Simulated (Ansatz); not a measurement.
# Defect calculation, host WS$_{2}$

The calculation used DFT PBE+D3(BJ), scalar-relativistic, plane waves, PAW in Ansatz 0.2.0. (420 eV cutoff, 3×3×2 k-mesh, shifted by half a step, Gaussian smearing of 0.01 eV, collinear spin in charge 0 alone)

Host crystal, relaxed:

```yaml
crystal:
  lattice:
    - [3.15414, 0.00000, 0.00000]
    - [-1.57707, 2.73157, 0.00000]
    - [0.00000, 0.00000, 12.14503]
  atoms:
    - { symbol: W, position: [0.33333, 0.66667, 0.75020] }
    - { symbol: W, position: [0.66667, 0.33333, 0.24980] }
    - { symbol: S, position: [0.33333, 0.66667, 0.12014] }
    - { symbol: S, position: [0.66667, 0.33333, 0.62054] }
    - { symbol: S, position: [0.33333, 0.66667, 0.37946] }
    - { symbol: S, position: [0.66667, 0.33333, 0.87986] }
```

Supercell of 24 atoms, rows in host cell vectors: 0 -2 0; -2 0 0; 0 0 -1. Atoms relax at the host's cell from a start displaced at random by 0.06 Å near the defect, so other minima may exist. The cell is small, so energies carry finite-size errors of tenths of an eV. The host's Kohn–Sham gap is 0.88 eV. Atoms are taken from and returned to the elements' standard states. Charged cells are corrected for image charges with the computed static dielectric tensor (mean 11.7) and aligned with the host's potential at far atoms (alignment terms reach 0.26 eV). No band-filling term is added, and the Fermi level counts from the host's valence band top.

Spin-orbit coupling is left out, which matters for the bands and energies of heavy elements.

The defect is an interstitial at (0.000, 0.000, 0.500) of the host cell.

```tsv
charge	E_f at the valence band top (eV)	over the neutral state (eV)	moment (μB)	largest move (Å)	atoms near the site
+1	1.06	-0.64	0.00	1.82	1 S at 1.38 Å, 1 S at 2.45 Å, 1 S at 2.47 Å, 1 S at 2.48 Å
0	1.70	0.00	0.11	0.80	1 S at 1.45 Å, 2 S at 2.44 Å, 1 S at 2.53 Å, 1 S at 2.54 Å
-1	2.33	0.63	0.00	0.60	1 S at 1.51 Å, 2 S at 2.43 Å, 2 S at 2.47 Å, 1 S at 2.92 Å
```

Among the charges computed the stable one is +1 at the valence band top, changing to -1 at 0.63 eV. In charge 0, -1 the cell has partly filled bands: a level of the defect may be part filled, the carrier may sit in the host's bands, or levels may cross between the k points, so transitions that involve it are doubtful. Other sites of the defect weren't tried. Fractional moments come from partly filled bands of the small cell.

Task: Which element is it? Judge by the nearest distance in charge 0 and covalent radii.
A. H
B. B
C. In
D. Fe
E. Re

Result: A. The nearest neighbour is S at 1.45 Å, and the summed covalent radii with S are 1.89 Å for B, 2.37 Å for Fe, 1.36 Å for H, 2.47 Å for In, 2.56 Å for Re, so H fits best. Bonds can miss such sums by a tenth of an ångström or more.